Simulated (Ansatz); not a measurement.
I need an all-electron equation of state of NaH, space group Fm-3m. Use Ansatz 0.2.0, Python API. Level of theory (first run): PBE, LAPW, the default cutoff (179 eV here), 8×8×8 k-points, fixed occupations.

```cif
data_structure
_symmetry_space_group_name_H-M 'P 1'
_symmetry_Int_Tables_number 1
_cell_length_a 3.4507
_cell_length_b 3.4507
_cell_length_c 3.4507
_cell_angle_alpha 60.000
_cell_angle_beta 60.000
_cell_angle_gamma 60.000
_cell_volume 29.05
loop_
_atom_site_label
_atom_site_type_symbol
_atom_site_fract_x
_atom_site_fract_y
_atom_site_fract_z
_atom_site_occupancy
Na1 Na 0.00000 0.00000 0.00000 1
H1 H 0.50000 0.50000 0.50000 1
```

The script, `eos_lapw_nah.py`:
```python
# -*- coding: utf-8 -*-
'''E(V) of NaH on LAPW.'''

import ansatz
from ase.eos import EquationOfState
from ase.units import GPa
import numpy as np

params = {
    'occupations': 'fixed',
    'kgrid': (8, 8, 8),
}

VECTORS = np.array([
    [0.0, 2.44, 2.44],
    [2.44, 0.0, 2.44],
    [2.44, 2.44, 0.0],
])
SITES = [
    ('Na', (0.0, 0.0, 0.0)),
    ('H', (0.5, 0.5, 0.5)),
]


def build(cell):
    crystal = ansatz.Crystal(lattice=ansatz.Lattice.of(cell))
    for symbol, position in SITES:
        crystal = crystal.atom(symbol, position)
    return crystal


def main():
    volumes, energies = [], []
    for scale in np.linspace(0.92, 1.08, 5):
        cell = VECTORS * scale ** (1 / 3)
        base = (
            build(cell).calculation()
            .functional(ansatz.Functional.PBE)
            .occupations(params['occupations'])
            .kpoints(*params['kgrid'])
            .pseudopotentials('all_electron', lapw=True, basis_error=0.0005)
        )
        summary = base.run(threads=1, backend='cpu').report
        volumes.append(abs(np.linalg.det(cell)) / len(SITES))
        energies.append(summary['free_energy_ev'] / len(SITES))
        print(f'{scale:.3f} {volumes[-1]:9.4f} A^3/atom {energies[-1]:16.5f} eV/atom  (estimated basis error {1000 * summary["lapw_basis_errors"]["total_ev_per_atom"]:.2f} meV/atom)')
    v0, e0, bulk = EquationOfState(volumes, energies, eos='birchmurnaghan').fit()
    print(f'V0 = {v0:.4f} A^3/atom, B0 = {bulk / GPa:.1f} GPa')


if __name__ == '__main__':
    main()
```

Running `python eos_lapw_nah.py` prints:
```text
0.920   13.3646 A^3/atom      -2218.16621 eV/atom  (estimated basis error 0.14 meV/atom)
0.960   13.9457 A^3/atom      -2218.16919 eV/atom  (estimated basis error 0.13 meV/atom)
1.000   14.5268 A^3/atom      -2218.16849 eV/atom  (estimated basis error 0.13 meV/atom)
1.040   15.1079 A^3/atom      -2218.16477 eV/atom  (estimated basis error 0.13 meV/atom)
1.080   15.6889 A^3/atom      -2218.15855 eV/atom  (estimated basis error 0.16 meV/atom)
V0 = 14.1128 A^3/atom, B0 = 23.2 GPa
```

A third-order Birch-Murnaghan fit through the 5 points has its minimum at 14.11 Å³ an atom, 2.8 % below the typed cell, with a bulk modulus of 23 GPa and dB/dP = 3.7. From that minimum the energy rises by 3.1 meV an atom on the compressed side and 10.8 meV on the expanded side.

Notes:
- All-electron totals depend on functional, relativistic treatment and basis; only differences at equal settings carry meaning.
- The structure is a deposited one; some such entries were measured under pressure or heat, so a shift against it needn't be the functional's error alone.
- Finished in 7.9 s on 1 thread of Arm Neoverse V2 (shared host), peak memory 0.26 GiB.
